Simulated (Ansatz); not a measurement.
# CdS (Hawleyite): relaxation of cell and atoms with BLYP+D3(BJ)

Crystal: CdS (Hawleyite).

```
Cd S
1.0
     0.00000    2.91650    2.91650
     2.91650    0.00000    2.91650
     2.91650    2.91650    0.00000
Cd S
1 1
Cartesian
  0.0000 0.0000 0.0000
  4.3748 4.3748 4.3748
```

| Item | Value |
| --- | --- |
| Program | Ansatz 0.2.0 |
| Task | relaxation of cell and atoms |
| Functional | BLYP |
| Dispersion | D3(BJ) |
| Potentials or basis | Ansatz PAW |
| Cutoff | 420 eV (not typed: the program's choice for these potentials) |
| k mesh | 8 × 8 × 8 |
| Occupations | fermi-dirac, width 0.05 eV |
| Spin | no spin polarisation |

```
Relaxed volume                         : 25.22 Å³/atom
Relaxed cell                           : a = 4.147 Å, b = 4.147 Å, c = 4.147 Å, α = 60.00°, β = 60.00°, γ = 60.00°
Space group after relaxing (to 0.05 Å) : F-43m (No. 216)
Energy gained by relaxing              : 1.4 meV/atom
Ionic steps                            : 3
Pressure after relaxing                : 0.0 GPa
Band gap on the k mesh                 : 1.05 eV
```

Step by step:
```csv
step,energy change (eV),largest force (eV/Å),volume (Å³)
1,0.0000,0.0000,49.62
2,-0.0026,0.0000,50.45
3,-0.0028,0.0000,50.45
```

Final structure:
```
Cd S
1.0
     0.00000    2.93272    2.93272
     2.93272    0.00000    2.93272
     2.93272    2.93272    0.00000
Cd S
1 1
Cartesian
  0.0000 0.0000 0.0000
  4.3991 4.3991 4.3991
```

It took 7.5 s on 2 threads of Intel(R) Xeon(R) Processor @ 2.50GHz (Skylake/Cascade Lake), with other jobs on the host, peak memory 0.36 GiB.

Caveat: the plane-wave basis is chosen anew once the cell has moved, so the energies of steps on either side of that aren't comparable; the PAW data sets come from PBE, with cores solved anew for the run's functional, which leaves a small shift of forces and pressure. A hybrid or GW would open this gap; BLYP tends to underestimate it.
